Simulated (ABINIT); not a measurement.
Input of an ABINIT 10.8.3 (patched build) run:

run.abi

```
# Pseudopotentials
pp_dirpath "./"
pseudos "Pb.upf, Se.upf"

# Structure
acell 3*1.0 Angstrom
rprim
     0.0000000000     3.0606500000     3.0606500000
     3.0606500000     0.0000000000     3.0606500000
     3.0606500000     3.0606500000     0.0000000000
ntypat 2
znucl 82 34
natom 2
typat 1 2
xred
     0.0000000000     0.0000000000     0.0000000000
     0.5000000000     0.5000000000     0.5000000000

# Plane-wave basis
ecut 39.0

# k points
kptopt 1
ngkpt 6 6 6
nshiftk 1
shiftk 0.0 0.0 0.0

# Exchange and correlation
ixc -116133

# Bands and occupations
nband 19
occopt 3
tsmear 0.05 eV

# SCF cycle
nstep 100
tolvrs 1.0e-10

# Output
iomode 3
prtwf 0
prtden 0
prteig 0
prtebands 0
enunit 1
```

Potentials or basis: PseudoDojo NC SR PBEsol v0.4.1 standard.

Command:

```console
$ abinit run.abi > log 2>&1
```

(1) Predict the band gap on the k mesh.

(2) Predict the pressure.

## Answers

(1) 0.21 eV, direct.

(2) -0.8 GPa.

Caveat: spin-orbit coupling is left out, which as a rule narrows the gap of such compounds by several tenths of an eV.

**What was measured.**

A printed reference work, monograph reports, for a bulk crystal of PbSe at 300 K: band gap 0.28 eV (direct).

A measured gap of PbSe is 0.28 eV (direct; 300 K; a printed reference work, monograph); the calculated 0.21 eV misses it by -0.07 eV. 2 values of this kind are on record (0.15 to 0.28 eV); this one was drawn at random. Spin-orbit coupling on Pb, Se is left out. The value is that of PBEsol on a finite k mesh, which can miss the band edges, without temperature or zero-point motion. Semilocal functionals fall short of measured gaps as a rule.
